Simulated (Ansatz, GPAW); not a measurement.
# Geometry or basis: what sets the conductance of 1,4-diethynylbenzene between two Ir chains, part 3 of 4

How well does 1,4-diethynylbenzene between two Ir chains conduct once its atoms have relaxed, and how much do cheaper levels lose?

GPAW 26.7.0 and Ansatz 0.2.0; Ansatz plane waves; relaxation of the junction with the lead ends held; PAW set soft_1 (the session's first sound run).

So far, transmission at the Fermi level (one spin): step 3 (plane waves, PBE) 0.659. Also open channels of the lead at the Fermi level (one spin): step 3 6.

**4. Double-zeta polarised basis**

The script solves lead and junction separately, takes H and S in the orbital basis, and joins semi-infinite leads through their self-energies; the dzp basis is the working standard.

This step: GPAW LCAO, PAW setups; Landauer transmission from Green's functions with principal layers (ASE), zero bias (GPAW 26.7.0).

run.py

```python
import json
import numpy as np
from ase import Atoms
from ase.transport.calculators import TransportCalculator
from gpaw import GPAW, FermiDirac
from gpaw.lcao.tools import get_lcao_hamiltonian
from scipy.linalg import eigh

# The junction with lead layers at both ends, along the third cell vector
device = Atoms(
    ['Ir', 'Ir', 'Ir', 'Ir', 'Ir', 'Ir', 'Ir', 'Ir', 'C', 'C', 'C', 'H', 'H', 'C', 'C', 'C', 'C', 'H', 'H', 'C', 'C', 'C', 'Ir', 'Ir', 'Ir', 'Ir', 'Ir', 'Ir', 'Ir', 'Ir'],
    positions=[
        [5.40510, 4.50000, 1.15000],
        [5.40510, 4.50000, 3.45000],
        [5.40510, 4.50000, 5.75000],
        [5.40510, 4.50000, 8.05000],
        [5.40510, 4.50000, 10.35000],
        [5.40510, 4.50000, 12.65000],
        [6.04299, 4.52978, 15.00374],
        [5.16391, 4.49209, 17.17454],
        [5.48288, 4.50655, 19.16428],
        [5.47911, 4.50684, 20.43841],
        [5.44543, 4.50486, 21.89248],
        [7.59554, 4.57775, 22.23678],
        [3.28191, 4.43100, 22.12875],
        [6.61861, 4.54388, 22.71941],
        [4.23299, 4.46269, 22.66063],
        [6.58295, 4.54165, 24.11955],
        [4.19764, 4.46046, 24.06084],
        [7.53412, 4.57326, 24.65121],
        [3.22087, 4.42655, 24.54370],
        [5.37065, 4.49923, 24.88804],
        [5.33689, 4.49695, 26.34206],
        [5.33195, 4.49672, 27.61625],
        [5.64947, 4.50934, 29.60619],
        [4.76879, 4.47413, 31.77643],
        [5.40510, 4.50000, 34.13063],
        [5.40510, 4.50000, 36.43063],
        [5.40510, 4.50000, 38.73063],
        [5.40510, 4.50000, 41.03063],
        [5.40510, 4.50000, 43.33063],
        [5.40510, 4.50000, 45.63063]],
    cell=[[10.81021, 0.0, 0.0], [0.0, 9.0, 0.0], [0.0, 0.0, 46.78063]],
    pbc=True)

# One principal layer of the lead: the first 5 atoms of the device
lead = Atoms(
    ['Ir', 'Ir', 'Ir', 'Ir', 'Ir'],
    positions=[
        [5.40510, 4.50000, 1.15000],
        [5.40510, 4.50000, 3.45000],
        [5.40510, 4.50000, 5.75000],
        [5.40510, 4.50000, 8.05000],
        [5.40510, 4.50000, 10.35000]],
    cell=[[10.81021, 0.0, 0.0], [0.0, 9.0, 0.0], [0.0, 0.0, 11.5]],
    pbc=True)

settings = dict(mode='lcao', basis='dzp', xc='PBE', h=0.2,
                occupations=FermiDirac(0.1), maxiter=250,
                mixer=dict(beta=0.1, nmaxold=8, weight=100.0),
                convergence=dict(density=0.0001))
energies = np.arange(-2, 2 + 1e-9, 0.025)
eta = 0.0001
n1, n2 = 1, 1
# k and -k transmit alike, so half of the mesh across the current serves
mesh = [(i, j) for i in range(n1) for j in range(n2) if (i, j) <= (-i % n1, -j % n2)]
weights = np.array([1 if (i, j) == (-i % n1, -j % n2) else 2 for i, j in mesh]) / (n1 * n2)

# [... helper functions left out ...]
fermi_lead = ground_state(lead, (1, 1, 10), 'lead.txt')
fermi_device = ground_state(device, (1, 1, 2), 'device.txt')
# [... loop over the mesh left out, but for ...]
        # Shift the lead onto the potential of the device's first layer
        shift = ((H[:, 0, 0] - H0[:, 0, 0]) / S0[0, 0]).real.mean()
# [...]
kT = 8.617333e-5 * 300
bias = [0.1, 0.2, 0.5, 1.0, 1.5, 2.0]
# [... integrals and printing left out ...]
```

On the command line:

```sh
OMP_NUM_THREADS=1 OPENBLAS_NUM_THREADS=1 python run.py
```

Numbers of over 12 decimals in the logs are rounded to 6 here.

What it wrote:

```text
basis functions: device 582, principal layer 135
Fermi level: lead -4.1340 eV, device -4.1335 eV; lead shifted by -0.0090 eV
largest coupling past the next layer 1.48e-06 eV, largest misfit of the first layer 0.108 eV
  E-E_F (eV)   T (one spin)  [channel counts left out]
    -2.000    8.0797e-01
    -1.975    7.5906e-01
    -1.950    7.1518e-01
    -1.925    6.7722e-01
    -1.900    6.4527e-01
    -1.875    6.1891e-01
    -1.850    5.9721e-01
    -1.825    5.7824e-01
    -1.800    5.5602e-01
    -1.775    4.8464e-01
    -1.750    7.2261e-01
    -1.725    6.4236e-01
    -1.700    6.3681e-01
    -1.675    6.4487e-01
    -1.650    6.5988e-01
    -1.625    6.7984e-01
[...]
1.825    4.4122e-03
     1.850    3.6983e-03
     1.875    2.7823e-03
     1.900    1.6043e-03
     1.925    8.8130e-05
     1.950    1.2398e-06
     1.975    1.1453e-06
     2.000    1.0561e-06
conductance at 300 K: 0.79667 G0 a cell; thermopower 14.16 uV/K
current from the zero-bias T(E) at 0.1 V: 6.1971 uA
current from the zero-bias T(E) at 0.2 V: 12.672 uA
current from the zero-bias T(E) at 0.5 V: 34.315 uA
current from the zero-bias T(E) at 1.0 V: 52.056 uA
current from the zero-bias T(E) at 1.5 V: 56.86 uA
current from the zero-bias T(E) at 2.0 V: 69.437 uA
```

Elapsed: 6.5 min, on 1 thread of Arm Neoverse V1, shared host; peak memory 1.9 GiB.

This step gave:

```
conductance                                    : 0.7967 G₀
largest coupling past the next principal layer : 1.48e-6 eV
largest misfit of the first principal layer    : 0.1079 eV
shift that aligns the lead                     : -0.009046 eV
basis functions of the junction                : 582
basis functions of a principal layer           : 135
transmission at the Fermi level (one spin)     : 0.7894
```

One spin. The transmission, zone mean by energy, zero at the Fermi level:

```csv
energy (eV),"transmission, zone mean"
-2.000,0.808
-1.900,0.645
-1.800,0.556
-1.750,0.723
-1.700,0.637
-1.600,0.704
-1.500,0.824
-1.400,0.940
-1.300,0.992
-1.225,0.998
-1.200,0.998
-1.100,0.986
-1.000,0.937
-0.900,0.741
-0.800,0.377
-0.700,0.172
-0.600,0.105
-0.500,0.0971
-0.400,0.161
-0.300,0.539
-0.200,0.993
-0.175,0.997
-0.100,0.979
0.000,0.789
0.100,0.845
0.200,0.988
0.300,0.868
0.400,0.485
0.500,0.212
0.600,0.100
0.700,0.0538
0.800,0.0327
0.900,0.0220
1.000,0.0159
1.100,0.0124
1.200,0.0102
1.300,0.00877
1.400,0.00788
1.500,0.00729
1.600,0.00684
1.700,0.00625
1.800,0.00497
1.900,0.00160
2.000,1.1e-6
```

Not self-consistent under bias; the bias window is split evenly. Table of current through one cell, from the zero-bias transmission by bias:

```csv
bias (V),"current through one cell, from the zero-bias transmission (μA)"
0.100,6.20
0.200,12.7
0.500,34.3
1.000,52.1
1.500,56.9
2.000,69.4
```

Table of transmission of the three most open eigenchannels by energy, zero at the Fermi level:

```csv
energy (eV),channel 1,channel 2,channel 3
-2.000,0.808,3.5e-4,9.6e-5
-1.900,0.645,9.4e-5,4.3e-6
-1.800,0.556,9.2e-5,3.5e-5
-1.700,0.637,2.1e-4,4.2e-5
-1.600,0.703,3.1e-4,3.4e-5
-1.500,0.823,3.6e-4,2.6e-5
-1.400,0.939,3.5e-4,2.0e-5
-1.300,0.991,3.4e-4,1.6e-5
-1.200,0.997,3.2e-4,1.3e-5
-1.100,0.986,3.3e-4,1.0e-5
-1.000,0.937,3.5e-4,6.6e-6
-0.900,0.741,4.1e-4,3.2e-6
-0.800,0.377,5.0e-4,1.6e-6
-0.700,0.171,6.0e-4,9.6e-7
-0.600,0.104,7.9e-4,7.1e-7
-0.500,0.0959,0.00116,6.3e-7
-0.400,0.159,0.00169,6.7e-7
-0.300,0.537,0.00231,8.3e-7
-0.200,0.990,0.00235,1.5e-6
-0.100,0.978,0.00152,3.6e-6
0.000,0.788,0.00126,4.9e-6
0.100,0.843,0.00205,4.6e-6
0.200,0.987,0.00109,1.8e-6
0.300,0.867,6.5e-4,9.1e-7
0.400,0.484,4.2e-4,5.2e-7
0.500,0.212,2.8e-4,3.1e-7
0.600,0.100,2.0e-4,1.9e-7
0.700,0.0537,1.4e-4,1.1e-7
0.800,0.0326,1.0e-4,4.9e-8
0.900,0.0219,7.4e-5,2.7e-9
1.000,0.0159,5.1e-5,8.8e-10
1.100,0.0123,3.4e-5,1.3e-10
1.200,0.0101,2.2e-5,0
1.300,0.00875,1.4e-5,3.5e-11
1.400,0.00787,8.8e-6,0
1.500,0.00729,5.4e-6,3.8e-10
1.600,0.00684,3.5e-6,3.5e-9
1.700,0.00625,2.4e-6,1.3e-8
1.800,0.00497,1.9e-6,2.4e-8
1.900,0.00160,1.6e-6,1.4e-8
2.000,1.1e-6,1.1e-10,0
```

At the Fermi level T is 0.789 against 0.659 in plane waves. Couplings past the next layer reach 1.5e-6 eV, small enough to drop; the matrix elements of the cell's first layer differ from the bulk lead's by up to 0.11 eV. That layer keeps its own values in the calculation, and only beyond it is the lead taken as perfect. The Fermi levels of lead and junction count from different zeros of potential, one for each periodic cell; with both set to zero, the small remaining shift is what aligns them. Without spin-orbit coupling, which is large for these atoms, channel counts and T are those of the scalar-relativistic bands. By hand: G = 0.7967 × 77.48 μS = 61.7 μS, a resistance of 16.2 kΩ; at 0.1 V a linear junction would pass 6.17 μA, and the integral over the bias window gives 6.20 μA.

**5. GPAW, szp: basis = "szp(dzp)"**

The second zeta is dropped, the polarisation orbitals stay.

Edit run.py of step 4 so:

```diff
@@ -57,3 +57,3 @@
 
-settings = dict(mode='lcao', basis='dzp', xc='PBE', h=0.2,
+settings = dict(mode='lcao', basis='szp(dzp)', xc='PBE', h=0.2,
                 occupations=FermiDirac(0.1), maxiter=250,
```

What it wrote:

```text
basis functions: device 346, principal layer 75
Fermi level: lead -3.8514 eV, device -4.1808 eV; lead shifted by -0.0136 eV
largest coupling past the next layer 1.48e-06 eV, largest misfit of the first layer 0.094 eV
  E-E_F (eV)   T (one spin)  channels
    -2.000    7.8465e-01    4.0000
    -1.975    7.3552e-01    4.0000
    -1.950    7.0034e-01    4.0000
[...]
1.975    1.1767e-06    1.0000
     2.000    1.0652e-06    1.0000
conductance at 300 K: 0.72698 G0 a cell; thermopower 14.05 uV/K
current from the zero-bias T(E) at 0.1 V: 5.7079 uA
current from the zero-bias T(E) at 0.2 V: 11.857 uA
current from the zero-bias T(E) at 0.5 V: 32.306 uA
current from the zero-bias T(E) at 1.0 V: 45.592 uA
current from the zero-bias T(E) at 1.5 V: 48.78 uA
current from the zero-bias T(E) at 2.0 V: 56.832 uA
```

It took 3.5 min on 1 thread; peak memory 1.8 GiB.

Numbers from this step:

* conductance: 0.7270 G₀
* largest misfit of the first principal layer: 0.09411 eV
* shift that aligns the lead: -0.01358 eV
* basis functions of the junction: 346
* basis functions of a principal layer: 75
* transmission at the Fermi level (one spin): 0.6956

The conductance, 0.727 G₀, lies 8.7 % below that of the dzp run.

**6. Minimal basis**

One function for each valence shell of the setup, as for a first survey of a large system.

Edit run.py of step 5 so:

```diff
@@ -57,3 +57,3 @@
 
-settings = dict(mode='lcao', basis='szp(dzp)', xc='PBE', h=0.2,
+settings = dict(mode='lcao', basis='sz(dzp)', xc='PBE', h=0.2,
                 occupations=FermiDirac(0.1), maxiter=250,
```

What it wrote:

```text
basis functions: device 236, principal layer 60
Fermi level: lead -3.8607 eV, device -4.2537 eV; lead shifted by -0.0157 eV
largest coupling past the next layer 1.47e-06 eV, largest misfit of the first layer 0.051 eV
  E-E_F (eV)   T (one spin)  [channel counts left out]
    -2.000    5.7355e-01
    -1.975    5.7032e-01
    -1.950    5.7259e-01
[...]
1.975    1.4222e-07
     2.000    1.1212e-07
conductance at 300 K: 0.66521 G0 a cell; thermopower 16.96 uV/K
current from the zero-bias T(E) at 0.1 V: 5.2386 uA
current from the zero-bias T(E) at 0.2 V: 10.974 uA
current from the zero-bias T(E) at 0.5 V: 30.239 uA
current from the zero-bias T(E) at 1.0 V: 41.397 uA
current from the zero-bias T(E) at 1.5 V: 43.747 uA
current from the zero-bias T(E) at 2.0 V: 48.713 uA
```

Run time: 2.7 min. Hardware: 1 thread; peak memory 1.8 GiB.

This step gave:

```yaml
conductance: 0.6652 G₀
largest_coupling_past_the_next_principal_layer: 1.47e-6 eV
largest_misfit_of_the_first_principal_layer: 0.05061 eV
shift_that_aligns_the_lead: -0.01570 eV
basis_functions_of_the_junction: 236
basis_functions_of_a_principal_layer: 60
transmission_at_the_fermi_level_one_spin: 0.6309
```

The conductance, 0.665 G₀, lies 17 % below that of the dzp run.

**7. revPBE in the dzp basis: xc = "revPBE"**

Back in the dzp basis, the functional changes from PBE to revPBE, to set the spread between functionals beside that between bases.

Edit run.py of step 6 so:

```diff
@@ -57,3 +57,3 @@
 
-settings = dict(mode='lcao', basis='sz(dzp)', xc='PBE', h=0.2,
+settings = dict(mode='lcao', basis='dzp', xc='revPBE', h=0.2,
                 occupations=FermiDirac(0.1), maxiter=250,
```

What it wrote:

```text
basis functions: device 582, principal layer 135
Fermi level: lead -4.0469 eV, device -4.0491 eV; lead shifted by -0.0096 eV
largest coupling past the next layer 1.47e-06 eV, largest misfit of the first layer 0.106 eV
  E-E_F (eV)   T (one spin)  [channel counts left out]
    -2.000    8.1179e-01
    -1.975    7.6274e-01
    -1.950    7.1856e-01
[...]
1.975    1.0204e-06
     2.000    9.3899e-07
conductance at 300 K: 0.7919 G0 a cell; thermopower 13.34 uV/K
current from the zero-bias T(E) at 0.1 V: 6.1726 uA
current from the zero-bias T(E) at 0.2 V: 12.666 uA
current from the zero-bias T(E) at 0.5 V: 34.35 uA
current from the zero-bias T(E) at 1.0 V: 52.318 uA
current from the zero-bias T(E) at 1.5 V: 57.129 uA
current from the zero-bias T(E) at 2.0 V: 69.677 uA
```

It took 6 min on 1 thread; peak memory 1.9 GiB.

This step gave:

```
conductance                                 : 0.7919 G₀
largest misfit of the first principal layer : 0.1060 eV
shift that aligns the lead                  : -0.009614 eV
basis functions of the junction             : 582
basis functions of a principal layer        : 135
transmission at the Fermi level (one spin)  : 0.7825
```

One spin. Transmission, zone mean against energy, zero at the Fermi level:

energy (eV), transmission, zone mean and a bar:
```
   -2.000      0.812 ########################
   -1.900      0.648 ###################
   -1.800      0.549 ################
   -1.700      0.636 ###################
   -1.600      0.703 #####################
   -1.500      0.822 #########################
   -1.400      0.938 ############################
   -1.300      0.991 ##############################
   -1.200      0.998 ##############################
   -1.100      0.987 ##############################
   -1.000      0.938 ############################
   -0.900      0.740 ######################
   -0.800      0.373 ###########
   -0.700      0.169 #####
   -0.600      0.104 ###
   -0.500      0.097 ###
   -0.400      0.164 #####
   -0.300      0.560 #################
   -0.200      0.994 ##############################
   -0.175      0.997 ##############################
   -0.100      0.975 #############################
    0.000      0.782 ########################
    0.100      0.846 #########################
    0.200      0.985 ##############################
    0.300      0.868 ##########################
    0.400      0.492 ###############
    0.500      0.217 #######
    0.600      0.102 ###
    0.700      0.054 ##
    0.800      0.033 #
    0.900      0.022 #
    1.000      0.016 
    1.100      0.012 
    1.200      0.010 
    1.300      0.009 
    1.400      0.008 
    1.500      0.007 
    1.600      0.007 
    1.700      0.006 
    1.800      0.005 
    1.900      0.002 
    2.000      0.000
```

The conductance, 0.792 G₀, lies 0.6 % below that of the dzp run.

**8. Without the relaxation: geometry = "as built"**

The dzp basis with PBE on the structure as first built shows what the relaxation was worth.

Edit run.py of step 7 so:

```diff
@@ -18,20 +18,20 @@
         [5.40510, 4.50000, 12.65000],
-        [6.04299, 4.52978, 15.00374],
-        [5.16391, 4.49209, 17.17454],
-        [5.48288, 4.50655, 19.16428],
-        [5.47911, 4.50684, 20.43841],
-        [5.44543, 4.50486, 21.89248],
-        [7.59554, 4.57775, 22.23678],
-        [3.28191, 4.43100, 22.12875],
-        [6.61861, 4.54388, 22.71941],
-        [4.23299, 4.46269, 22.66063],
-        [6.58295, 4.54165, 24.11955],
-        [4.19764, 4.46046, 24.06084],
-        [7.53412, 4.57326, 24.65121],
-        [3.22087, 4.42655, 24.54370],
-        [5.37065, 4.49923, 24.88804],
-        [5.33689, 4.49695, 26.34206],
-        [5.33195, 4.49672, 27.61625],
-        [5.64947, 4.50934, 29.60619],
-        [4.76879, 4.47413, 31.77643],
+        [5.40510, 4.50000, 14.95000],
+        [5.40510, 4.50000, 17.25000],
+        [5.40509, 4.50006, 19.36000],
+        [5.40509, 4.50009, 20.56083],
+        [5.40509, 4.50011, 21.99147],
+        [7.56018, 4.50011, 22.15539],
+        [3.25000, 4.50011, 22.15539],
+        [6.61407, 4.50011, 22.69129],
+        [4.19611, 4.50011, 22.69129],
+        [6.61407, 4.50011, 24.08935],
+        [4.19612, 4.50011, 24.08935],
+        [7.56018, 4.50011, 24.62524],
+        [3.25000, 4.50011, 24.62524],
+        [5.40509, 4.50010, 24.78916],
+        [5.40509, 4.50008, 26.21980],
+        [5.40510, 4.50005, 27.42063],
+        [5.40510, 4.50000, 29.53063],
+        [5.40510, 4.50000, 31.83063],
         [5.40510, 4.50000, 34.13063],
@@ -57,3 +57,3 @@
 
-settings = dict(mode='lcao', basis='dzp', xc='revPBE', h=0.2,
+settings = dict(mode='lcao', basis='dzp', xc='PBE', h=0.2,
                 occupations=FermiDirac(0.1), maxiter=250,
```

What it wrote:

```text
basis functions: device 582, principal layer 135
Fermi level: lead -4.1340 eV, device -4.1843 eV; lead shifted by -0.0078 eV
largest coupling past the next layer 1.48e-06 eV, largest misfit of the first layer 0.165 eV
  E-E_F (eV)   T (one spin)  [channel counts left out]
    -2.000    1.0258e+00
    -1.975    1.0082e+00
    -1.950    9.8186e-01
[...]
1.975    5.8797e-08
     2.000    5.4480e-08
conductance at 300 K: 0.24181 G0 a cell; thermopower 11.81 uV/K
current from the zero-bias T(E) at 0.1 V: 1.8752 uA
current from the zero-bias T(E) at 0.2 V: 3.7609 uA
current from the zero-bias T(E) at 0.5 V: 9.6084 uA
current from the zero-bias T(E) at 1.0 V: 21.282 uA
current from the zero-bias T(E) at 1.5 V: 38.479 uA
current from the zero-bias T(E) at 2.0 V: 58.202 uA
```

The job ended after 6.1 min (1 thread; peak memory 1.9 GiB).

This step gave:

* conductance: 0.2418 G₀
* largest coupling past the next principal layer: 1.48e-6 eV
* largest misfit of the first principal layer: 0.1645 eV
* shift that aligns the lead: -0.007848 eV
* transmission at the Fermi level (one spin): 0.2412

The conductance, 0.242 G₀, lies 70 % below that of the dzp run.

**9. All levels side by side**

Times are wall times on the hardware named with each run. The series side by side:

```csv
no.,run,conductance (G₀),time,memory (GiB)
1,pw PBE,0.6851,87 min,7.1
2,dzp,0.7967,6.5 min,1.9
3,szp,0.7270,3.5 min,1.8
4,sz,0.6652,2.7 min,1.8
5,dzp revPBE,0.7919,6 min,1.9
6,asbuilt,0.2418,6.1 min,1.9
```

**10. The levels side by side**

The curves are compared point by point over the common energies.

This step: comparison of transmission and cost over codes, levels and geometry; PAW set soft_1 (GPAW 26.7.0).

Ladder, by row:

```csv
step,code,T at the Fermi level (sum over the listed spins),conductance (G0),r.m.s. T(E) from the first,wall time (s),peak memory (GiB),threads
pw-pbe,Ansatz,0.6591,0.6851,0,5238,7.073,4
dzp,GPAW,0.7894,0.7967,0.0754,389.6,1.91,1
szp,GPAW,0.6956,0.727,0.1446,207.6,1.84,1
sz,GPAW,0.6309,0.6652,0.2191,164.8,1.77,1
dzp-revPBE,GPAW,0.7825,0.7919,0.07206,362.6,1.91,1
asbuilt,GPAW,0.2412,0.2418,0.3716,366.8,1.91,1
```

Transmission, zone mean, sum over the listed spins against energy, zero at the Fermi level:

```csv
energy (eV),pw-pbe,dzp,szp,sz,dzp-revPBE,asbuilt
-2.000,0.882,0.808,0.785,0.574,0.812,1.03
-1.800,0.622,0.556,0.655,0.694,0.549,0.768
-1.600,0.692,0.704,0.872,0.987,0.703,0.595
-1.575,0.719,0.731,0.906,0.997,0.730,0.586
-1.450,0.883,0.886,0.999,0.902,0.884,0.569
-1.400,0.931,0.940,0.985,0.829,0.938,0.575
-1.225,0.982,0.998,0.873,0.663,0.998,0.647
-1.200,0.985,0.998,0.853,0.636,0.998,0.664
-1.050,1.000,0.970,0.714,0.476,0.971,0.804
-1.000,0.978,0.937,0.644,0.409,0.938,0.860
-0.800,0.296,0.377,0.233,0.136,0.373,0.999
-0.600,0.108,0.105,0.0788,0.0551,0.104,0.767
-0.400,0.296,0.161,0.144,0.112,0.164,0.487
-0.200,0.984,0.993,0.996,0.984,0.994,0.333
-0.175,0.976,0.997,0.997,0.994,0.997,0.319
-0.150,0.958,0.997,0.997,0.993,0.997,0.306
0.000,0.659,0.789,0.696,0.631,0.782,0.241
0.200,0.970,0.988,0.902,0.833,0.985,0.173
0.225,0.971,0.981,0.852,0.767,0.979,0.165
0.400,0.664,0.485,0.251,0.205,0.492,0.122
0.600,0.155,0.100,0.0605,0.0519,0.102,0.0886
0.800,0.0447,0.0327,0.0250,0.0221,0.0328,0.0714
1.000,0.0195,0.0159,0.0147,0.0131,0.0158,0.0611
1.200,0.0115,0.0102,0.0111,0.00995,0.00999,0.0534
1.400,0.00846,0.00788,0.0107,0.00936,0.00767,0.0458
1.600,0.00746,0.00684,0.0127,0.0106,0.00657,0.0370
1.800,0.00726,0.00497,0.0163,0.0116,0.00468,0.0220
2.000,0.00483,1.1e-6,1.1e-6,1.1e-7,9.4e-7,5.4e-8
```

(Part 3 of 4 ends here.)

[Logs are printed without paths, hosts, clocks, repeated set-up lines and the standing remarks that a program may print on its own settings, such as how far it seeks lower states.]

[Hosts, paths, dates, database ids (printed as entryN), source tags and the programs' standing remarks are cut or masked in the printed files.]
